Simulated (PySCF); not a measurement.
Atom-mapped SMILES (the numbers label the heavy atoms): `[CH2:1]1[CH2:2][O:3][CH2:4][CH2:5][NH:6]1` (H(Xn): hydrogen on atom n).

[PySCF: structure optimised with PBE0-D3(BJ)/def2-TZVP; NMR shieldings at B97-2/pcSseg-2/GIAO; relativity neglected; isolated molecule; single conformer; fast rotation and ring inversion assumed for equivalent nuclei]

δ = σ(ref) − σ, references computed at the same level: TMS for 13C (185.38 ppm), 1H (31.64 ppm); H2O for 17O (327.66 ppm); 15N (261.75 ppm) vs NH3.

```tsv
atoms	nucleus	count	δ (ppm)
N6	15N	1	48.2
H(C1)/H(C5)	1H	4	2.76
H(N6)	1H	1	?
O3	17O	1	45.8
H(C2)/H(C4)	1H	4	?
C2/C4	13C	2	74.2
C1/C5	13C	2	51.0
```

**Question.** Complete the table.

**Answer.** 
- H(C2)/H(C4): 3.47 ppm, hydrogen on an sp3 CH2 bonded to O; its carbon carries O, an electronegative neighbour
- H(N6): 0.43 ppm, hydrogen on an amine nitrogen; labile proton, position sensitive to the medium

The OH or NH signal is concentration- and solvent-dependent in practice; the value given is the gas-phase one. Shifts are as computed. Against solution values, carbons near 30 ppm lie about +3 ppm off and those near 130 ppm about +7 ppm. Of 1211 compounds with measured shifts, 218 miss one by over three times the rms of a fit or turn the order of signals round; such compounds aren't used in these exercises. Experimental scales use liquid or dissolved standards, which lie at an offset from isolated NH3 (liquid NH3: subtract about 20 ppm) and H2O (liquid H2O: subtract about 36 ppm).
